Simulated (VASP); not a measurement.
Write the native input for VASP 6.6.1 that does the following.

* Task: single point
* Functional: PBE
* Potentials or basis: VASP PAW PBE potentials, release 64 (Eu, S)
* Cutoff: 520 eV
* k mesh: 10 × 10 × 10
* Occupations: gaussian, width 0.02 eV
* Spin: collinear spin, typed start
* Starting moments: [7.0, 0.0] μB
* Dipole correction: no
* Further INCAR settings: ALGO = Fast; EDIFF = 1e-07; NBANDS = 22

The structure of EuS lies in POSCAR:

```
EuS
1.0
    0.0000000000      2.9785000000      2.9785000000
    2.9785000000      0.0000000000      2.9785000000
    2.9785000000      2.9785000000      0.0000000000
Eu S
1 1
Direct
    0.0000000000      0.0000000000      0.0000000000
    0.5000000000      0.5000000000      0.5000000000
```

These files were run (other wordings do the same):

INCAR

```
PREC     = Accurate       # precision mode
ENCUT    = 520            # plane-wave cutoff, eV
EDIFF    = 1E-7           # SCF threshold, eV
ISMEAR   = 0              # smearing method
SIGMA    = 0.02           # smearing width, eV
LREAL    = F              # projectors in reciprocal space
LASPH    = T              # aspherical terms in the spheres
NELM     = 150            # most SCF steps
ALGO     = Fast           # electronic algorithm
ISIF     = 2              # what is computed and relaxed
LWAVE    = F              # write WAVECAR
LCHARG   = T              # write CHGCAR
ISPIN    = 2              # spin polarisation
MAGMOM   = 7 0            # initial moments
LORBIT   = 11             # projections on sites
LMAXMIX  = 6              # l up to which the mixer works
GGA      = PE             # functional
LELF     = T              # ELF
LVHAR    = T            
NBANDS   = 22             # bands
```

KPOINTS

```
Automatic mesh
0
Gamma
  10 10 10
```

Potentials or basis: VASP PAW PBE potentials, release 64 (Eu, S).

Run with:

```bash
$ cat potpaw_PBE.64/Eu/POTCAR potpaw_PBE.64/S/POTCAR > POTCAR
$ mpirun -np 1 vasp_std > vasp.out
```

It gave:

The pressure is -2.8 GPa. The band gap on the k mesh is none (metal or under the smearing width) and the net moment is 6.99 μB per cell. The site moments are Eu +6.59; S -0.07 μB. The valence electrons inside the program's atomic spheres are Eu 14.75; S 3.75.

Caveat: spin-orbit coupling is left out, which moves the levels of the heavy elements; a cell with one magnetic atom can't hold antiferromagnetic order, which such compounds often take; without U or exact exchange the open f shell lies at the Fermi level, which spoils levels, moments and volumes.

It took 3.7 min on 1 thread of Intel(R) Xeon(R) 6975P-C (Granite Rapids), on a shared host, peak memory 0.27 GiB.
